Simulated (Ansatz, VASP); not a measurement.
# HfB2 in VASP and in Ansatz

Contents of INCAR:

```
  PREC = Accurate
  ENCUT = 520
  EDIFF = 1E-6
  ISMEAR = -1
  SIGMA = 0.05
  LREAL = F
  LASPH = T
  NELM = 80
  ALGO = Normal
  ISIF = 2
  LWAVE = F
  LCHARG = F
  GGA = PS
  NBANDS = 15
```

The input KPOINTS:

```
Automatic mesh
0
Gamma
  10 10 8
```

POSCAR

```
HfB2
1.0
    3.1400000000      0.0000000000      0.0000000000
   -1.5700000000      2.7193197679      0.0000000000
    0.0000000000      0.0000000000      3.4800000000
Hf B
1 2
Direct
    0.0000000000      0.0000000000      0.0000000000
    0.6666666667      0.3333333333      0.5000000000
    0.3333333333      0.6666666667      0.5000000000
```

Contents of input.yaml:

```yaml
crystal:
  lattice:
    - [3.14, 0.0, 0.0]
    - [-1.57, 2.7193197679, 0.0]
    - [0.0, 0.0, 3.48]
  atoms:
    - { symbol: Hf, position: [0.0, 0.0, 0.0] }
    - { symbol: B, position: [0.6666666667, 0.3333333333, 0.5] }
    - { symbol: B, position: [0.3333333333, 0.6666666667, 0.5] }
kpoints:
  mp_grid: { grid: [10, 10, 8] }
  band_path:
    path:
      - [0.0, 0.0, 0.0]
      - [0.5, 0.0, 0.0]
      - [0.3333333333, 0.3333333333, 0.0]
      - [0.0, 0.0, 0.0]
      - [0.0, 0.0, 0.5]
      - [0.5, 0.0, 0.5]
      - [0.3333333333, 0.3333333333, 0.5]
      - [0.0, 0.0, 0.5]
    npoints: 12
scf:
  occupations: { method: fermi_dirac, width: 0.05 }
hamiltonian:
  xc: pbesol
  pseudopotentials:
    kind: all_electron
    lapw: { basis_error: 0.002 }
    relativity: none
output:
  forces: true
  stress: true
  eigenvalues: true
```

Alike in both runs: functional PBEsol; k mesh 10 × 10 × 8; occupations fermi-dirac, width 0.05 eV; no spin polarisation.

|  | VASP | Ansatz |
| --- | --- | --- |
| version | VASP 6.6.1 | Ansatz 0.2.0 |
| potentials or method | VASP PAW PBE potentials, release 64 (Hf_pv, B) | all-electron LAPW, non-relativistic |
| plane-wave cutoff (eV) | 520 | see its input |
| task | single point | band structure |

VASP gave:

* gap on the k mesh at the Fermi level (eV): none
* pressure (GPa): -4.4
* largest component of the traceless stress (GPa): 0.44

Question: What did Ansatz give for the same quantities?

Answer: gap on the k mesh at the Fermi level (eV): none; pressure (GPa): 5.9; largest component of the traceless stress (GPa): 0.29.

A gap of «none» marks a metal or a gap that the smearing closes. One of these differences is far larger than is usual between the two programs; its cause wasn't traced. Ansatz ran all-electron here, so the differences hold the error of VASP's frozen core and of both bases.

Caveats: the PAW data sets were made with another functional, which shifts forces and pressure a little (VASP); relativity is left out, which matters for the heavier elements (Ansatz); spin-orbit coupling is left out, which moves the levels of the heavy elements (Ansatz). The runs have no spin-orbit coupling, so splittings on Hf are missing.
